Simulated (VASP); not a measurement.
# PbSe (Clausthalite): optical spectrum with PBE

**What was measured.**

From a printed reference work, monograph, for a bulk crystal of PbSe at 300 K: band gap 0.28 eV (direct).

Crystal: PbSe (Clausthalite).

```
CELL_PARAMETERS angstrom
0.00000 3.05199 3.05199
3.05199 0.00000 3.05199
3.05199 3.05199 0.00000
ATOMIC_POSITIONS crystal
Pb 0.00000 0.00000 0.00000
Se 0.50000 0.50000 0.50000
```

```
Program                : VASP 6.6.1
Task                   : optical spectrum
Functional             : PBE
Potentials or basis    : VASP PAW PBE potentials, release 64 (Pb_d, Se)
Cutoff                 : 520 eV
k mesh                 : 8 × 8 × 8
Occupations            : gaussian, width 0.03 eV
Spin                   : no spin polarisation
Further INCAR settings : ALGO = Normal; EDIFF = 1e-06; NBANDS = 58
```

The pressure is 2.9 GPa and the band gap on the k mesh is 0.26 eV, direct.

Levels at points of the mesh, in eV from the valence-band top:
| k point | band 7 | band 8 | band 9 | band 10 | band 11 | band 12 | band 13 | band 14 |
| --- | --- | --- | --- | --- | --- | --- | --- | --- |
| (0.00, 0.00, 0.00) | -6.30 | -1.93 | -1.93 | -1.93 | 4.72 | 4.72 | 4.72 | 6.49 |
| (0.50, 0.00, 0.00) | -8.86 | -1.51 | -1.51 | 0.00 | 0.26 | 1.67 | 1.67 | 8.55 |
| (0.50, 0.50, 0.00) | -7.41 | -5.06 | -3.30 | -3.30 | 3.65 | 5.64 | 5.64 | 6.08 |

Dielectric function (mean over the directions given):
```csv
energy (eV),real part,imaginary part
0.30,18.44,16.75
0.91,22.74,1.42
1.60,31.15,19.17
2.29,30.72,30.28
2.97,-16.67,16.42
3.66,-3.91,13.35
4.35,-8.54,8.68
5.03,-3.46,2.69
5.72,-1.91,3.02
6.40,-1.47,2.72
7.01,-1.05,3.61
7.70,-0.28,4.39
8.39,-0.59,2.92
9.07,-1.68,2.53
9.76,-0.90,1.88
10.45,-1.07,1.99
11.13,-0.89,1.51
11.82,-0.83,1.34
12.50,-0.54,1.10
13.19,-0.68,0.89
13.80,-0.36,0.66
14.49,-0.17,0.38
15.17,-0.06,0.31
15.86,0.27,0.35
16.55,0.35,0.34
17.23,0.41,0.31
17.92,0.67,0.44
18.60,0.45,0.69
19.29,0.25,0.48
19.98,0.45,0.68
```

It took 54 s on 1 thread of Intel(R) Xeon(R) Platinum 8259CL CPU @ 2.50GHz (Skylake/Cascade Lake) (shared host), peak memory 0.25 GiB.

Measured gap of PbSe: 0.28 eV (direct; 300 K; a printed reference work, monograph). This calculation gives 0.26 eV (-0.02 eV). 2 values of this kind are on record (0.15 to 0.28 eV); this one was drawn at random. Spin-orbit coupling on Pb, Se is left out. The value is that of PBE on a finite k mesh, which can miss the band edges, without temperature or zero-point motion. Semilocal functionals fall short of measured gaps as a rule.

Caveat: spectra need much finer meshes, so this one isn't converged; independent-particle spectra lack excitons; spin-orbit coupling is left out, which as a rule narrows the gap of such compounds by several tenths of an eV.
